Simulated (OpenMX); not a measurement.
**CuO in OpenMX: the effect of biaxial strain**

CuO:

```xyz
2
Lattice="0.0000 2.0319 2.1166 2.0319 0.0000 2.1166 2.0319 2.0319 0.0000" Properties=species:S:1:pos:R:3 pbc="T T T"
Cu    1.9021    1.9050    0.1219
O     2.1617    2.1588    1.9946
```

The cell comes from a database or a generator and needn't be the stable form of this composition.

Alike in all runs:

- Program: OpenMX 3.8.5
- Task: band structure
- Functional: PBE
- Potentials or basis: OpenMX 2013 PBE set, Cu6.0H-s3p2d2, O6.0-s2p2d1, grid cutoff 500 Ry
- k mesh: 9 × 9 × 9
- Occupations: fermi-dirac, width 0.05 eV
- Spin: no spin polarisation

```tsv
biaxial strain	pressure (GPa)
-4 %	46.9
-2 %	33.5
0 %	22.9
2 %	14.0
4 %	?
```

**Question.** What does the run with biaxial strain 4 % give?

**Answer.** Pressure 6.5 GPa.

Worked out: A parabola through the other rows of the pressure, of slope -2.65 GPa per % there, extrapolates to 7.6 GPa, against the run's 6.5.

Caveats: the basis of atomic orbitals isn't converged, which shifts pressures, moduli and gaps; an odd number of electrons without spin polarisation forces a metal; a magnetic or distorted state may lie lower; the run has no spin polarisation, though such a crystal can be magnetic; the real-space grid is too coarse here: the forces don't sum to zero and aren't listed, and the energy moves when atoms move against the grid (some runs).
